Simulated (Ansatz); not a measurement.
Space group Fm-3m (No. 225). a = 4.934 Å, b = 4.934 Å, c = 4.934 Å, α = 90.00°, β = 90.00°, γ = 90.00°
```
atom site symmetry x y z
  Pb    4a m-3m  0.0000  0.0000  0.0000
```

Equation of state of this Pb structure (not necessarily the ground state), with shape and atoms relaxed at each volume where symmetry leaves them free. It has no gap at any of these volumes. Theory: DFT PBEsol, scalar-relativistic, plane waves, PAW in Ansatz 0.2.0.

Cutoff 420 eV; k points 14×14×14 on the computed 1-atom cell (Γ-centred); Gaussian smearing, width 0.10 eV; no spin polarisation.

```csv
V (Å³/atom),E − E(largest V) (meV/atom),P (GPa)
28.224,4.51,3.50
29.125,-9.69,1.61
30.025,-14.09,0.03
30.926,-10.38,-1.28
31.827,0.00,-2.37
```

Q: Fit a third-order Birch–Murnaghan equation to E(V).

A: V0 = 30.04 Å³/atom, B0 = 48 GPa, B0' = 5.4.

Spin-orbit coupling is left out, which matters for the bands of heavy elements.